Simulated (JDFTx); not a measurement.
# CoO (Fm-3m) in JDFTx: further runs

Runs on CoO. Level: RPBE. Tasks: equation of state.

Program: JDFTx 1.7.0 (patched build). These are calculated values, not measurements. Logs are shortened: lines on timing, memory, paths and dates and some standing lists are left out, and cuts for length are marked. The log counts tension as positive stress, the text compression.

### 1 Starting point

Symmetry: Fm-3m, No. 225, cubic system. Conventional cell: a = 4.263 Å, b = 4.263 Å, c = 4.263 Å, α = 90.00°, β = 90.00°, γ = 90.00°. Around Co (site symmetry m-3m) lie 6 O at 2.13 Å. O (site symmetry m-3m) has 6 Co at 2.13 Å as nearest neighbours.

### 2 Equation of state, RPBE, collinear spin, ferromagnetic start, 9.10 Å³/atom (volume scaled by 0.94)

File CoO.in:

```
include CoO.lattice
coords-type Lattice
include CoO.ionpos

ion-species pseudo/Co.upf
ion-species pseudo/O.upf
elec-cutoff 48 384
elec-ex-corr gga-x-rpbe gga-c-pbe
kpoint-folding 11 11 11
elec-smearing Fermi 0.0018374661
elec-n-bands 19
spintype z-spin
initial-magnetic-moments Co 2
elec-initial-magnetization 2 no
electronic-SCF nIterations 100 energyDiffThreshold 1e-09
electronic-minimize nIterations 30 energyDiffThreshold 1e-7
forces-output-coords Cartesian

dump-name run.$VAR
dump End Ecomponents EigStats BandEigs Kpoints Forces Stress
```

File CoO.lattice:

```
lattice \
    0.0000000000     3.9457250760     3.9457250760 \
    3.9457250760     0.0000000000     3.9457250760 \
    3.9457250760     3.9457250760     0.0000000000
```

File CoO.ionpos:

```
ion Co     0.0000000000     0.0000000000     0.0000000000 1
ion O      0.5000000000     0.5000000000     0.5000000000 1
```

Potentials or basis: PseudoDojo-SR-PBE-0.5-standard with smoothed tails.

Started as:

```console
> jdftx -c 1 -i CoO.in -o CoO.out
```

Output:

```text
*************** JDFTx 1.7.0 (patched build) ***************

Input parsed successfully to the following command list (including defaults):
[... the input with its defaults ...]

---------- Setting up symmetries ----------

Found 48 point-group symmetries of the bravais lattice
Found 48 space-group symmetries with basis
Applied RMS atom displacement 0 bohrs to make symmetries exact.

---------- Initializing the Grid ----------
R =
[            0      3.94573      3.94573  ]
[      3.94573            0      3.94573  ]
[      3.94573      3.94573            0  ]
unit cell volume = 122.86
G =
[  -0.796202   0.796202   0.796202  ]
[   0.796202  -0.796202   0.796202  ]
[   0.796202   0.796202  -0.796202  ]
Minimum fftbox size, Smin = [  52  52  52  ]
Chosen fftbox size, S = [  54  54  54  ]

---------- Initializing tighter grid for wavefunction operations ----------
R =
[            0      3.94573      3.94573  ]
[      3.94573            0      3.94573  ]
[      3.94573      3.94573            0  ]
unit cell volume = 122.86
G =
[  -0.796202   0.796202   0.796202  ]
[   0.796202  -0.796202   0.796202  ]
[   0.796202   0.796202  -0.796202  ]
Minimum fftbox size, Smin = [  36  36  36  ]
Chosen fftbox size, S = [  36  36  36  ]

---------- Exchange Correlation functional ----------
Initialized LibXC exchange functional 'Hammer, Hansen, and Norskov'
Initialized LibXC correlation functional 'Perdew, Burke & Ernzerhof'

---------- Setting up pseudopotentials ----------
Width of ionic core gaussian charges (only for fluid interactions / plotting) set to 0

Reading pseudopotential file 'pseudo/Co.upf':
  'Co' pseudopotential, 'PBE' functional
  Generated using ONCVPSP code by D. R. Hamann
  17 valence electrons, 4 orbitals, 6 projectors, 1001 radial grid points, with lMax = 2
    3S    l: 0   occupation:  2.0   eigenvalue: -3.763303
    3P    l: 1   occupation:  6.0   eigenvalue: -2.412101
    3D    l: 2   occupation:  7.0   eigenvalue: -0.301498
    4S    l: 0   occupation:  2.0   eigenvalue: -0.201022
  Core radius for overlap checks: 1.60 bohrs.

Reading pseudopotential file 'pseudo/O.upf':
  'O' pseudopotential, 'PBE' functional
  Generated using ONCVPSP code by D. R. Hamann
  6 valence electrons, 2 orbitals, 5 projectors, 936 radial grid points, with lMax = 2
    2S    l: 0   occupation:  2.0   eigenvalue: -0.880572
    2P    l: 1   occupation:  4.0   eigenvalue: -0.331869
  Core radius for overlap checks: 1.39 bohrs.

Initialized 2 species with 2 total atoms.

Folded 1 k-points by 11x11x11 to 1331 k-points.

---------- Setting up k-points, bands, fillings ----------
Reduced to 56 k-points under symmetry.
Computing the number of bands and number of electrons
Calculating initial fillings.
nElectrons:  23.000000   nBands: 19   nStates: 112

----- Setting up reduced wavefunction bases (one per k-point) -----
average nbasis = 1951.380 , ideal nbasis = 1951.490

---------- Setting up ewald sum ----------
Optimum gaussian width for ewald sums = 1.792080 bohr.
Real space sum over 1331 unit cells with max indices [  5  5  5  ]
Reciprocal space sum over 2197 terms with max indices [  6  6  6  ]

---------- Allocating electronic variables ----------
Initializing wave functions:  linear combination of atomic orbitals
Note: number of bands (19) exceeds available atomic orbitals (14)
Co (M=2) pseudo-atom majority spin occupations:   s ( 1 0.5 )  p ( 3 )  d ( 5 )
Co (M=2) pseudo-atom minority spin occupations:   s ( 1 0 )  p ( 3 )  d ( 3.5 )
O pseudo-atom occupations:   s ( 2 )  p ( 4 )
	FillingsUpdate:  mu: +1.205185169  nElectrons: 23.000000  magneticMoment: [ Abs: 0.14895  Tot: +0.14824 ]
LCAOMinimize: Iter:   0  F: -149.8994424385618061  |grad|_K:  1.948e-02  alpha:  1.000e+00
	FillingsUpdate:  mu: +1.174019858  nElectrons: 23.000000  magneticMoment: [ Abs: 0.13831  Tot: +0.13831 ]
LCAOMinimize: Iter:   1  F: -155.3238867276774045  |grad|_K:  1.638e-02  alpha:  3.221e-01  linmin: -1.876e-01  cgtest:  4.929e-01
	FillingsUpdate:  mu: +0.617932496  nElectrons: 23.000000  magneticMoment: [ Abs: 2.09501  Tot: +2.09501 ]
[... 27 lines of inner loops ...]
LCAOMinimize: Iter:  13  F: -158.4120345370748737  |grad|_K:  5.776e-06  alpha:  3.483e-01  linmin:  1.572e-04  cgtest:  1.398e-02
	FillingsUpdate:  mu: +0.584682581  nElectrons: 23.000000  magneticMoment: [ Abs: 2.89868  Tot: +2.88748 ]
LCAOMinimize: Iter:  14  F: -158.4120349103216938  |grad|_K:  5.235e-07  alpha:  5.545e-01  linmin:  2.744e-03  cgtest: -3.790e-02
LCAOMinimize: Converged (|Delta F|<1.000000e-06 for 2 iters).

-------- Electronic minimization -----------
Will mix electronic density at each iteration.
	FillingsUpdate:  mu: +0.584682581  nElectrons: 23.000000  magneticMoment: [ Abs: 2.89868  Tot: +2.88748 ]
	FillingsUpdate:  mu: +0.583176157  nElectrons: 23.000000  magneticMoment: [ Abs: 2.89868  Tot: +2.88748 ]
SCF: Cycle:  0   F: -158.434440429989138   dF: -2.241e-02   |Residual|: 6.766e-02   |deigs|: 7.363e-02
	FillingsUpdate:  mu: +0.570062129  nElectrons: 23.000000  magneticMoment: [ Abs: 2.91995  Tot: +2.90071 ]
SCF: Cycle:  1   F: -158.436489229001495   dF: -2.049e-03   |Residual|: 1.563e-02   |deigs|: 1.477e-02
	FillingsUpdate:  mu: +0.569834195  nElectrons: 23.000000  magneticMoment: [ Abs: 2.93534  Tot: +2.91457 ]
SCF: Cycle:  2   F: -158.436533095721956   dF: -4.387e-05   |Residual|: 8.599e-03   |deigs|: 1.825e-03
	FillingsUpdate:  mu: +0.569911532  nElectrons: 23.000000  magneticMoment: [ Abs: 2.95156  Tot: +2.92967 ]
SCF: Cycle:  3   F: -158.436545516646731   dF: -1.242e-05   |Residual|: 3.972e-03   |deigs|: 5.773e-04
	FillingsUpdate:  mu: +0.570511666  nElectrons: 23.000000  magneticMoment: [ Abs: 2.95758  Tot: +2.93338 ]
SCF: Cycle:  4   F: -158.436547521414496   dF: -2.005e-06   |Residual|: 1.349e-03   |deigs|: 5.822e-04
	FillingsUpdate:  mu: +0.570486381  nElectrons: 23.000000  magneticMoment: [ Abs: 2.95726  Tot: +2.93322 ]
SCF: Cycle:  5   F: -158.436547645971245   dF: -1.246e-07   |Residual|: 9.468e-04   |deigs|: 1.807e-04
	FillingsUpdate:  mu: +0.570485342  nElectrons: 23.000000  magneticMoment: [ Abs: 2.95481  Tot: +2.93100 ]
SCF: Cycle:  6   F: -158.436547868838801   dF: -2.229e-07   |Residual|: 3.011e-04   |deigs|: 4.510e-04
	FillingsUpdate:  mu: +0.570536817  nElectrons: 23.000000  magneticMoment: [ Abs: 2.95408  Tot: +2.93033 ]
SCF: Cycle:  7   F: -158.436547891354508   dF: -2.252e-08   |Residual|: 1.312e-04   |deigs|: 2.854e-04
	FillingsUpdate:  mu: +0.570529873  nElectrons: 23.000000  magneticMoment: [ Abs: 2.95416  Tot: +2.93041 ]
SCF: Cycle:  8   F: -158.436547900070451   dF: -8.716e-09   |Residual|: 3.362e-05   |deigs|: 1.597e-04
	FillingsUpdate:  mu: +0.570527124  nElectrons: 23.000000  magneticMoment: [ Abs: 2.95416  Tot: +2.93041 ]
SCF: Cycle:  9   F: -158.436547900629023   dF: -5.586e-10   |Residual|: 7.985e-06   |deigs|: 1.247e-04
	FillingsUpdate:  mu: +0.570527038  nElectrons: 23.000000  magneticMoment: [ Abs: 2.95416  Tot: +2.93041 ]
SCF: Cycle: 10   F: -158.436547900718978   dF: -8.995e-11   |Residual|: 4.190e-06   |deigs|: 1.276e-04
SCF: Converged (|Delta E|<1.000000e-09 for 2 iters).

Setting wave functions to eigenvectors of Hamiltonian

# Stress tensor in Cartesian coordinates [Eh/a0^3]:
[ -0.000557703            0            0  ]
[            0 -0.000557703            0  ]
[            0            0 -0.000557703  ]

# Ionic positions in lattice coordinates:
ion Co   0.000000000000000   0.000000000000000   0.000000000000000 1
ion O   0.500000000000000   0.500000000000000   0.500000000000000 1

# Forces in Cartesian coordinates:
force Co   0.000000000000000  -0.000000000000000  -0.000000000000000 1
force O   0.000000000000000   0.000000000000000   0.000000000000000 1

# Energy components:
   Eewald =     -108.4962617524653581
       EH =       44.5208321145881314
     Eloc =     -131.0449788246132243
      Enl =      -21.8062807705647863
      Exc =      -32.3598768525605323
 Exc_core =       11.1578751335366384
       KE =       79.5932903428559655
-------------------------------------
     Etot =     -158.4354006092231657
       TS =        0.0011472914958001
-------------------------------------
        F =     -158.4365479007189776

IonicMinimize: Iter:   0  F: -158.436547900718978  |grad|_K:        nan
IonicMinimize: None of the convergence criteria satisfied after 0 iterations.

#--- Lowdin population analysis ---
# oxidation-state Co +1.129
# magnetic-moments Co +2.547
# oxidation-state O -1.012
# magnetic-moments O +0.390

Dumping 'run.eigStats' ...
	eMin: -2.987257 at state 0 ( [ +0.000000 +0.000000 +0.000000 ] spin 1 )
	HOMO: +0.570283 at state 11 ( [ +0.000000 +0.090909 -0.454545 ] spin 1 )
	mu  : +0.570527
	LUMO: +0.570633 at state 12 ( [ +0.000000 +0.090909 -0.363636 ] spin 1 )
	eMax: +1.661644 at state 86 ( [ +0.000000 +0.363636 +0.363636 ] spin -1 )
	HOMO-LUMO gap: +0.000349
	Optical gap  : +0.001907 at state 96 ( [ +0.090909 +0.272727 +0.363636 ] spin -1 )
Done!
```

It took 3.1 min on 1 thread of Arm Neoverse V2, shared host; peak memory 0.22 GiB.

What came out:

```
Free energy            : -4311.2781 eV
Pressure               : 16.4 GPa
Band gap on the k mesh : none (metal or under the smearing width)
Net moment             : 2.93 μB per cell
Absolute moment        : 2.95 μB per cell
Site moments           : Co +2.55; O +0.39 μB
Loewdin charges        : Co +1.13; O -1.01 e
```

Caveat: the potentials were made for another functional, which shifts forces and pressure; a cell with one magnetic atom can't hold antiferromagnetic order, which such compounds often take; semilocal functionals often make such compounds metallic where correlation or magnetic order opens a gap, which also shifts bond lengths.

### 3 Equation of state, RPBE, collinear spin, ferromagnetic start, 9.30 Å³/atom (volume scaled by 0.96)

CoO.in is that of step 2.

File CoO.lattice:

```
lattice \
    0.0000000000     3.9735127879     3.9735127879 \
    3.9735127879     0.0000000000     3.9735127879 \
    3.9735127879     3.9735127879     0.0000000000
```

CoO.ionpos is that of step 2.

Potentials or basis: PseudoDojo-SR-PBE-0.5-standard with smoothed tails.

Started as:

```console
> jdftx -c 1 -i CoO.in -o CoO.out
```

Wall time 3.2 min (1 thread of Arm Neoverse V2, shared host); peak memory 0.22 GiB.

It converged, with:

```yaml
Free_energy: -4311.3124 eV
Pressure: 11.9 GPa
Band_gap_on_the_k_mesh: none (metal or under the smearing width)
Net_moment: 2.97 μB per cell
Absolute_moment: 2.99 μB per cell
Site_moments: Co +2.58; O +0.40 μB
Loewdin_charges: Co +1.14; O -1.02 e
```

Caveat: the potentials were made for another functional, which shifts forces and pressure; a cell with one magnetic atom can't hold antiferromagnetic order, which such compounds often take; semilocal functionals often make such compounds metallic where correlation or magnetic order opens a gap, which also shifts bond lengths.

### 4 Equation of state, RPBE, collinear spin, ferromagnetic start, 9.49 Å³/atom (volume scaled by 0.98)

CoO.in is that of step 3.

File CoO.lattice:

```
lattice \
    0.0000000000     4.0009171903     4.0009171903 \
    4.0009171903     0.0000000000     4.0009171903 \
    4.0009171903     4.0009171903     0.0000000000
```

CoO.ionpos is that of step 3.

Started as:

```console
> jdftx -c 1 -i CoO.in -o CoO.out
```

It took 3.4 min on 1 thread of Arm Neoverse V2, shared host; peak memory 0.22 GiB.

Results (log left out):

```yaml
Free_energy: -4311.3361 eV
Pressure: 7.6 GPa
Band_gap_on_the_k_mesh: none (metal or under the smearing width)
Net_moment: 2.99 μB per cell
Absolute_moment: 3.01 μB per cell
Site_moments: Co +2.59; O +0.40 μB
Loewdin_charges: Co +1.14; O -1.02 e
```

Caveat: the potentials were made for another functional, which shifts forces and pressure; a cell with one magnetic atom can't hold antiferromagnetic order, which such compounds often take; semilocal functionals often make such compounds metallic where correlation or magnetic order opens a gap, which also shifts bond lengths.

### 5 Equation of state, RPBE, collinear spin, ferromagnetic start, 9.68 Å³/atom

CoO.in is that of step 4.

File CoO.lattice:

```
lattice \
    0.0000000000     4.0279512346     4.0279512346 \
    4.0279512346     0.0000000000     4.0279512346 \
    4.0279512346     4.0279512346     0.0000000000
```

CoO.ionpos is that of step 4.

Started as:

```console
> jdftx -c 1 -i CoO.in -o CoO.out
```

It took 3.3 min on 1 thread of Arm Neoverse V2, shared host; peak memory 0.23 GiB.

It converged, with:

```
Free energy            : -4311.3499 eV
Pressure               : 3.7 GPa
Band gap on the k mesh : none (metal or under the smearing width)
Net moment             : 2.99 μB per cell
Absolute moment        : 3.02 μB per cell
Site moments           : Co +2.60; O +0.40 μB
Loewdin charges        : Co +1.14; O -1.02 e
```

Caveat: the potentials were made for another functional, which shifts forces and pressure; a cell with one magnetic atom can't hold antiferromagnetic order, which such compounds often take; semilocal functionals often make such compounds metallic where correlation or magnetic order opens a gap, which also shifts bond lengths.

### 6 Equation of state, RPBE, collinear spin, ferromagnetic start, 9.88 Å³/atom (volume scaled by 1.02)

CoO.in is that of step 5.

File CoO.lattice:

```
lattice \
    0.0000000000     4.0546271857     4.0546271857 \
    4.0546271857     0.0000000000     4.0546271857 \
    4.0546271857     4.0546271857     0.0000000000
```

CoO.ionpos is that of step 5.

Potentials or basis: PseudoDojo-SR-PBE-0.5-standard with smoothed tails.

Started as:

```console
> jdftx -c 1 -i CoO.in -o CoO.out
```

Wall time 3.6 min (1 thread of Arm Neoverse V2, shared host); peak memory 0.23 GiB.

Results (log left out):

| Item | Value |
| --- | --- |
| Free energy | -4311.3547 eV |
| Pressure | 0.2 GPa |
| Band gap on the k mesh | none (metal or under the smearing width) |
| Net moment | 3.00 μB per cell |
| Absolute moment | 3.02 μB per cell |
| Site moments | Co +2.61; O +0.40 μB |
| Loewdin charges | Co +1.14; O -1.02 e |

Caveat: the potentials were made for another functional, which shifts forces and pressure; a cell with one magnetic atom can't hold antiferromagnetic order, which such compounds often take; semilocal functionals often make such compounds metallic where correlation or magnetic order opens a gap, which also shifts bond lengths.

### 7 Equation of state, RPBE, collinear spin, ferromagnetic start, 10.07 Å³/atom (volume scaled by 1.04)

CoO.in is that of step 6.

File CoO.lattice:

```
lattice \
    0.0000000000     4.0809566714     4.0809566714 \
    4.0809566714     0.0000000000     4.0809566714 \
    4.0809566714     4.0809566714     0.0000000000
```

CoO.ionpos is that of step 6.

Started as:

```console
> jdftx -c 1 -i CoO.in -o CoO.out
```

Wall time 3.3 min (1 thread of Arm Neoverse V2, shared host); peak memory 0.23 GiB.

The run converged. Its results:

- Free energy: -4311.3514 eV
- Pressure: -3.0 GPa
- Band gap on the k mesh: none (metal or under the smearing width)
- Net moment: 3.00 μB per cell
- Absolute moment: 3.03 μB per cell
- Site moments: Co +2.61; O +0.39 μB
- Loewdin charges: Co +1.14; O -1.02 e

Caveat: the potentials were made for another functional, which shifts forces and pressure; a cell with one magnetic atom can't hold antiferromagnetic order, which such compounds often take; semilocal functionals often make such compounds metallic where correlation or magnetic order opens a gap, which also shifts bond lengths.

### 8 Equation of state, RPBE, collinear spin, ferromagnetic start, 10.27 Å³/atom (volume scaled by 1.06)

CoO.in is that of step 7.

File CoO.lattice:

```
lattice \
    0.0000000000     4.1069507269     4.1069507269 \
    4.1069507269     0.0000000000     4.1069507269 \
    4.1069507269     4.1069507269     0.0000000000
```

CoO.ionpos is that of step 7.

Started as:

```console
> jdftx -c 1 -i CoO.in -o CoO.out
```

Run time: 4.3 min. Hardware: 1 thread of Arm Neoverse V2, shared host; peak memory 0.24 GiB.

Results (log left out):

```yaml
Free_energy: -4311.3408 eV
Pressure: -5.9 GPa
Band_gap_on_the_k_mesh: none (metal or under the smearing width)
Net_moment: 3.00 μB per cell
Absolute_moment: 3.03 μB per cell
Site_moments: Co +2.62; O +0.39 μB
Loewdin_charges: Co +1.14; O -1.02 e
```

Caveat: the potentials were made for another functional, which shifts forces and pressure; a cell with one magnetic atom can't hold antiferromagnetic order, which such compounds often take; semilocal functionals often make such compounds metallic where correlation or magnetic order opens a gap, which also shifts bond lengths.

### 9 Equation of state, RPBE, collinear spin, ferromagnetic start

Potentials or basis: PseudoDojo-SR-PBE-0.5-standard with smoothed tails.

This step only gathers the single runs of the series.

Results:

```yaml
Equilibrium_volume: 9.89 Å³/atom
Bulk_modulus: 171 GPa
Pressure_derivative_of_the_bulk_modulus: "3.7 (rough: it moves with the points fitted)"
```

Energy against volume, from the lowest point:
```
volume (Å³/atom)  energy (meV/atom)
           9.103              38.32
           9.297              21.15
           9.490               9.31
           9.684               2.40
           9.878               0.00
          10.071               1.66
          10.265               6.99
```

Caveat: the potentials were made for another functional, which shifts forces and pressure. Zero-point motion and thermal expansion aren't in these numbers.
